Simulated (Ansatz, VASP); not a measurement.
## Cd in VASP and in Ansatz

File INCAR:

```
  PREC = Accurate
  ENCUT = 520
  EDIFF = 1E-6
  ISMEAR = -1
  SIGMA = 0.1
  LREAL = F
  LASPH = T
  NELM = 60
  ALGO = Normal
  ISIF = 2
  LWAVE = F
  LCHARG = F
  GGA = RE
  NBANDS = 12
```

Contents of KPOINTS:

```
regular mesh
0
Gamma
  14 14 14
```

File POSCAR:

```
Cd
1.0
   -1.8047709154      1.8047709154      1.8047709154
    1.8047709154     -1.8047709154      1.8047709154
    1.8047709154      1.8047709154     -1.8047709154
Cd
1
Direct
    0.0000000000      0.0000000000      0.0000000000
```

Input for Ansatz:

```yaml
crystal:
  lattice:
    - [-1.8047709154, 1.8047709154, 1.8047709154]
    - [1.8047709154, -1.8047709154, 1.8047709154]
    - [1.8047709154, 1.8047709154, -1.8047709154]
  atoms:
    - { symbol: Cd, position: [0.0, 0.0, 0.0] }
hamiltonian:
  xc: revpbe
  pseudopotentials:
    kind: paw
    azcp:
      Cd: "pseudopotentials/Cd.paw.azcp"
basis:
  ecutwfc: 420
  fft_grid_basis: typed
kpoints:
  mp_grid: { grid: [14, 14, 14], shift: [0, 0, 0] }
magnetization:
  spin_polarized: false
scf:
  occupations: { method: fermi_dirac, width: 0.1 }
  lower_state_search: "off"
output:
  stress: true
  write_density: true
  write_potential: true
  elf: true
  volumetric_format: npy
```

Alike in both runs: task single point; functional revPBE; k mesh 14 × 14 × 14; occupations fermi-dirac, width 0.1 eV; no spin polarisation.

```csv
,VASP,Ansatz
version,VASP 6.6.1,Ansatz 0.2.0
potentials or method,"VASP PAW PBE potentials, release 64 (Cd)","plane waves (420 eV) with PAW, scalar-relativistic"
plane-wave cutoff (eV),520,420
valence electrons in the cell,12,20
```

VASP gave:

| Item | Value |
| --- | --- |
| pressure (GPa) | 1.7 |

Which values does Ansatz return?

Pressure (GPa): 1.5.

The functional is the same, so the differences come from potentials, cutoffs and numerics. The two sets of potentials don't hold the same shells in valence.

Caveats: the PAW data sets were made with another functional, which shifts forces and pressure a little (VASP).
